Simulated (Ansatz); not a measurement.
Below is a relaxed structure of InP. The cell was found from a structure generator's guess, not taken from experiment.

Theory: DFT PBE, scalar-relativistic, plane waves, PAW in Ansatz. Cutoff 420 eV, Γ-centred mesh, Gaussian smearing, no spin polarisation.

```cif
data_structure
_symmetry_space_group_name_H-M 'P 1'
_symmetry_Int_Tables_number 1
_cell_length_a 3.2387
_cell_length_b 5.5077
_cell_length_c 5.4725
_cell_angle_alpha 90.000
_cell_angle_beta 90.000
_cell_angle_gamma 90.000
_cell_volume 97.62
loop_
_atom_site_label
_atom_site_type_symbol
_atom_site_fract_x
_atom_site_fract_y
_atom_site_fract_z
_atom_site_occupancy
In1 In 0.25000 0.50000 0.25742 1
In2 In 0.75000 0.50000 0.74258 1
P1 P 0.75000 0.00000 0.86421 1
P2 P 0.25000 0.00000 0.13579 1
```

Formation energies are uncorrected and refer to the elements' standard structures at the same level. The references include black phosphorus.

Problem. Find its symmetry and describe it.

Solution. Pmma (No. 51). Conventional cell: a = 3.239 Å, b = 5.508 Å, c = 5.473 Å. In is surrounded by 2 P at 2.83 Å and 6 In at 3.11–3.25 Å; P has 2 P at 2.20 Å and 2 In at 2.83 Å.

Problem. How far does it lie from the elements in energy?

Solution. −0.04 eV/atom.

Problem. Is it a metal?

Solution. Yes, bands cross the Fermi level on the 14×8×8 mesh.

The last run used a 14×8×8 mesh (in the run's order of axes) for its 4-atom cell and Gaussian smearing of 0.10 eV. The reference form of P is held partly by dispersion forces, which this level lacks. This cell was reached by moving the atoms of another relaxed cell at random and relaxing again, last within the group found; it had no such test of its own. Another cell of InP relaxed alike, in F-43m (a cell as deposited in COD), lies 204 meV/atom lower, so this cell isn't the stable form at this level.
